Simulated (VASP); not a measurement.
Co:

```
CELL_PARAMETERS angstrom
2.47200 0.00000 0.00000
-1.23600 2.14081 0.00000
0.00000 0.00000 4.02114
ATOMIC_POSITIONS crystal
Co 0.66667 0.33333 0.75000
Co 0.33333 0.66667 0.25000
```

| Property | Result |
| --- | --- |
| Program | VASP 6.6.1 |
| Task | relaxation of cell and atoms |
| Functional | LDA |
| Potentials or basis | VASP PAW LDA potentials, release 64 (Co) |
| Cutoff | 600 eV |
| k mesh | 10 × 10 × 6 |
| Occupations | fermi-dirac, width 0.05 eV |
| Spin | collinear spin, ferromagnetic start |
| Starting moments | [2.0, 2.0] μB |

At the start: pressure -15.0 GPa; volume 10.64 Å³/atom.

Problem. How do energy, volume and symmetry change on relaxing?

Solution. Over 9 steps the energy falls by 35.8 meV/atom and the volume is 9.94 Å³/atom (-6.5 %); space group P6_3/mmc (No. 194, to 0.05 Å); moment 2.90 μB per cell.

The path:
```tsv
step	energy change (eV)	largest force (eV/Å)	pressure (GPa)	volume (Å³)
1	0.0000	0.0000	-15.02	21.28
2	0.0441	0.0000	25.94	18.35
3	-0.0713	0.0000	-0.28	19.91
4	-0.0714	0.0000	-0.01	19.88
5	-0.0713	0.0000	0.36	19.86
6	-0.0716	0.0000	0.36	19.86
7	-0.0716	0.0000	0.33	19.86
8	-0.0716	0.0000	-0.36	19.91
9	-0.0717	0.0000	-0.06	19.89
```

Final structure:
```cif
data_structure
_symmetry_space_group_name_H-M 'P 1'
_symmetry_Int_Tables_number 1
_cell_length_a 2.4243
_cell_length_b 2.4243
_cell_length_c 3.9076
_cell_angle_alpha 90.000
_cell_angle_beta 90.000
_cell_angle_gamma 120.000
_cell_volume 19.89
loop_
_atom_site_label
_atom_site_type_symbol
_atom_site_fract_x
_atom_site_fract_y
_atom_site_fract_z
_atom_site_occupancy
Co1 Co 0.66667 0.33333 0.75000 1
Co2 Co 0.33333 0.66667 0.25000 1
```
